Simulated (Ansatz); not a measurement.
# Hf3CdTe: a closer look at a trial structure

This session takes a relaxed cell of Hf3CdTe and sets out to see whether it has a gap, which orbitals make up the states near it and how charge is shared.

Computed with Ansatz 0.2.0 (DFT PBE, scalar-relativistic, plane waves, PAW, unless a step's input says otherwise).

1 further run of the same task is left out (set aside as unsound or not needed).

## 1. Starting point

Symmetry: Pm-3m, No. 221, cubic system. Conventional cell: a = 5.194 Å, b = 5.194 Å, c = 5.194 Å, α = 90.00°, β = 90.00°, γ = 90.00°. Around Hf (site symmetry 4/mmm) lie 2 Cd at 2.60 Å and 8 Hf at 3.67 Å and 4 Te at 3.67 Å. Cd (site symmetry m-3m) has 6 Hf at 2.60 Å as nearest neighbours. Te (site symmetry m-3m) is surrounded by 12 Hf at 3.67 Å.

As a file:

```cif
data_structure
_symmetry_space_group_name_H-M 'Pm-3m'
_symmetry_Int_Tables_number 221
_cell_length_a 5.1936
_cell_length_b 5.1936
_cell_length_c 5.1936
_cell_angle_alpha 90.000
_cell_angle_beta 90.000
_cell_angle_gamma 90.000
_cell_volume 140.09
loop_
_atom_site_label
_atom_site_type_symbol
_atom_site_symmetry_multiplicity
_atom_site_Wyckoff_symbol
_atom_site_fract_x
_atom_site_fract_y
_atom_site_fract_z
_atom_site_occupancy
Hf1 Hf 3 d 0.50000 0.00000 0.00000 1
Cd1 Cd 1 a 0.00000 0.00000 0.00000 1
Te1 Te 1 b 0.50000 0.50000 0.50000 1
```

The cell was relaxed beforehand at this level, from a database cell with other species swapped in; it needn't be the stable form of this composition. At a tolerance of 0.05 Å it has space group Pm-3m (No. 221); it has 28.02 Å³/atom, an uncorrected energy of +1.05 eV/atom over the elements.

## 2. Bands, states and charges

input.yaml

```yaml
crystal:
  lattice:
    - [5.1936221234, 0.0, 0.0]
    - [0.0, 5.1936221234, 0.0]
    - [0.0, 0.0, 5.1936221234]
  atoms:
    - { symbol: Hf, position: [0.5, 0.0, 0.0] }
    - { symbol: Hf, position: [0.0, 0.5, 0.0] }
    - { symbol: Hf, position: [0.0, 0.0, 0.5] }
    - { symbol: Cd, position: [0.0, 0.0, 0.0] }
    - { symbol: Te, position: [0.5, 0.5, 0.5] }
basis:
  ecutwfc: 420
kpoints:
  mp_grid: { grid: [8, 8, 8] }
  band_path:
    path:
      - [[0.0, 0.0, 0.0], [0.0, 0.5, 0.0], [0.5, 0.5, 0.0], [0.0, 0.0, 0.0], [0.5, 0.5, 0.5], [0.0, 0.5, 0.0]]
      - [[0.5, 0.5, 0.5], [0.5, 0.5, 0.0]]
    npoints: 14
hamiltonian:
  xc: pbe
scf:
  occupations: { method: gaussian, width: 0.1 }
  n_extra_bands: 12
output:
  forces: true
  stress: true
  eigenvalues: true
  populations: true
  dos: { projected: true, de: 0.02, nscf_kmesh: { grid: [10, 10, 10] } }
  bader: true
```

On the command line:

```
$ ansatz run input.yaml --threads 1 --pin off --max-ram 2048MiB --backend cpu --events-out ev --progress --plain --runs-dir out
```

What does the calculation give? Wanted: gap; states at the Fermi level; Bader charges.

As calculated:

```
                 quantity                           value
                      gap                    none (metal)
states at the Fermi level            8.02 per eV per cell
            Bader charges  Hf +1.04, Cd -2.13, Te -0.98 e
```

What this shows: Bands cross the Fermi level: a metal at this level of theory. Of the projected weight within 0.25 eV of the Fermi level, the largest part is Hf 5d (89 %). Charge transfer between the atoms is strong (Bader charges up to 2.1 e). Spin-orbit coupling is left out, which matters for the bands of Hf, Te.
